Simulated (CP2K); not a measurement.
## HfN: equation of state with PBE

The system is HfN.

```
Hf N
1.0
     3.13391    0.00000    0.00000
    -1.56695    2.71404    0.00000
     0.00000    0.00000    5.41677
Hf N
2 2
Cartesian
  0.0000 1.8094 1.3542
  1.5670 0.9047 4.0626
  0.0000 0.0000 2.7084
  0.0000 0.0000 0.0000
```

The cell comes from a database or a generator and needn't be the stable form of this composition.

```json
{"Program": "CP2K 2026.2", "Task": "equation of state", "Functional": "PBE", "Potentials or basis": "POTENTIAL_UZH Hf GTH-PBE-q12, N GTH-PBE-q5; TZVP-MOLOPT-PBE-GTH basis", "Density cutoff": "6123 eV", "k mesh": "10 × 10 × 5", "Occupations": "fermi-dirac, width 0.05 eV", "Spin": "no spin polarisation"}
```

* Equilibrium volume: 11.60 Å³/atom
* Bulk modulus at fixed shape and positions: 262 GPa
* Pressure derivative of the bulk modulus: 4.5 (rough: it moves with the points fitted)

Energy against volume, from the lowest point:
```tsv
volume (Å³/atom)	energy (meV/atom)
10.827	47.06
11.057	22.13
11.288	6.77
11.518	0.00
11.749	1.33
11.979	9.37
12.209	23.72
```

All runs of the series together: 20 min on 1 thread of Arm Neoverse N1, on a shared host.

Caveat: the cell was scaled at fixed shape and fractional positions, which overstates the stiffness of a crystal with free parameters, most of all of layers and chains; the basis of atomic orbitals isn't converged, which shifts pressures, moduli and gaps. Spin-orbit coupling is left out, which matters for the levels of Hf.
